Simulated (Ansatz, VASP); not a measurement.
## Two plane-wave programs on BN

Contents of INCAR:

```
  PREC = Accurate
  ENCUT = 520
  EDIFF = 1E-7
  ISMEAR = 0
  SIGMA = 0.05
  LREAL = False
  LASPH = True
  NELM = 60
  ALGO = Normal
  ISIF = 2
  LWAVE = False
  LCHARG = True
  GGA = PE
  IVDW = 12
  LELF = True
  LVHAR = True
  NBANDS = 11
```

The input KPOINTS:

```
regular mesh
0
Gamma
  12 12 12
```

Contents of POSCAR:

```
BN
1.0
    1.3031791757      0.7523908479      3.0312937698
   -1.3031791757      0.7523908479      3.0312937698
    0.0000000000     -1.5047816958      3.0312937698
B N
1 1
Direct
    0.9996975446      0.9996975446      0.9996975446
    0.3327354554      0.3327354554      0.3327354554
```

Input for Ansatz:

```yaml
crystal:
  lattice:
    - [1.3031791757, 0.7523908479, 3.0312937698]
    - [-1.3031791757, 0.7523908479, 3.0312937698]
    - [0.0, -1.5047816958, 3.0312937698]
  atoms:
    - { symbol: B, position: [0.9996975446, 0.9996975446, 0.9996975446] }
    - { symbol: "N", position: [0.3327354554, 0.3327354554, 0.3327354554] }
basis:
  ecutwfc: 420
kpoints:
  mp_grid: { grid: [12, 12, 12] }
hamiltonian:
  xc: pbe
  dispersion: d3bj
scf:
  occupations: { method: gaussian, width: 0.05 }
output:
  forces: true
  stress: true
  eigenvalues: true
```

Change from the starting cell: strain +0.040 along x and y, -0.080 along z, atoms carried along.

Alike in both runs: task single point; functional PBE; dispersion D3(BJ); k mesh 12 × 12 × 12; occupations gaussian, width 0.05 eV; no spin polarisation.

|  | VASP | Ansatz |
| --- | --- | --- |
| version | VASP 6.6.1 | Ansatz 0.2.0 |
| potentials or method | VASP PAW PBE potentials, release 64 (B, N) | scalar-relativistic, plane waves, PAW |
| plane-wave cutoff (eV) | 520 | 420 |
| valence electrons in the cell | 8 | 8 |

Ansatz gave:

* gap on the k mesh at the Fermi level (eV): 3.71
* least direct gap on the mesh (eV): 4.45
* pressure (GPa): -24.7
* largest component of the traceless stress (GPa): 28.43
* rms of the force components (eV/Å): 0.047

**Question.** Estimate VASP's values.

**Answer.** gap on the k mesh at the Fermi level (eV): 3.71; least direct gap on the mesh (eV): 4.45; pressure (GPa): -24.7; largest component of the traceless stress (GPa): 28.26; rms of the force components (eV/Å): 0.047.

Atom by atom the forces differ by 0.000 eV/Å (rms over components).

Caveats: so large a pressure means that the cell lies far from this level's equilibrium, or that cutoff or potentials fall short (VASP). A k mesh can miss the band edges.
